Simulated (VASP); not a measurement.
# Settings for Fe: self-consistent run

Fe, Im-3m (no. 229), 1 atom in the cell. PBEsol; PAW potentials Fe (PBE set). VASP 6.6.1.

Wanted: energy within 0.2 meV/atom; Fermi level within 0.005 eV.

What the run is for: comparing ways to start; Accuracy asked: tight.

POSCAR:
```
Fe
1.0
   -1.4430000000      1.4430000000      1.4430000000
    1.4430000000     -1.4430000000      1.4430000000
    1.4430000000      1.4430000000     -1.4430000000
Fe
1
Direct
    0.0000000000      0.0000000000      0.0000000000
```

## How the run starts (with a second run first, the time holds both)

| How the run starts (with a second run first, the time holds both) | Energy less reference (meV/atom) | Fermi level (eV) | Time (s) |
|---|---|---|---|
| from scratch: 12 SCF iterations | 0.00 | 5.0592 | 28 |
| orbitals of a nearby geometry (ISTART 1): 12 + 9 SCF iterations | 0.00 | 5.0580 | 96 |
| orbitals and density of a nearby geometry: 12 + 10 SCF iterations | 0.00 | 5.0586 | 97 |
| density of a nearby geometry (ICHARG 1): 12 + 13 SCF iterations | 0.00 | 5.0583 | 86 |
| orbitals in the old basis (ISTART 2), symmetry off: 12 + 10 SCF iterations | -0.52 | 5.0579 | 677 |

Chosen: from scratch: 12 SCF iterations; no other choice that stays within half of the tolerance saves 30 % of the time.

The chosen settings are those of the reference run.

## The input

INCAR:
```
  ALGO = Normal
  EDIFF = 1E-6
  ENCUT = 400
  GGA = PS
  GGA_COMPAT = False
  ISIF = 2
  ISMEAR = 1
  ISPIN = 2
  LASPH = True
  LCHARG = False
  LMAXMIX = 4
  LORBIT = 11
  LREAL = False
  LWAVE = False
  MAGMOM = 3
  NELM = 200
  PREC = Accurate
  SIGMA = 0.1
```

KPOINTS:
```
k-points
0
Gamma
  16 16 16
```

Commands:
```
cat potpaw_PBE.64/Fe/POTCAR > POTCAR
mpirun -np 1 vasp_std > vasp.out
```

The chosen input took VASP 6.6.1 28 s on 1 core (AMD EPYC 7R43 (Zen 3)), a shared host.

## An input that fails: restart asked without its files

VASP's message: ERROR: charge density could not be read from file CHGCAR for ICHARG>10.

Changes against the starting input:
```
- NELM = 200
+ NELM = 60
+ ICHARG = 11
```
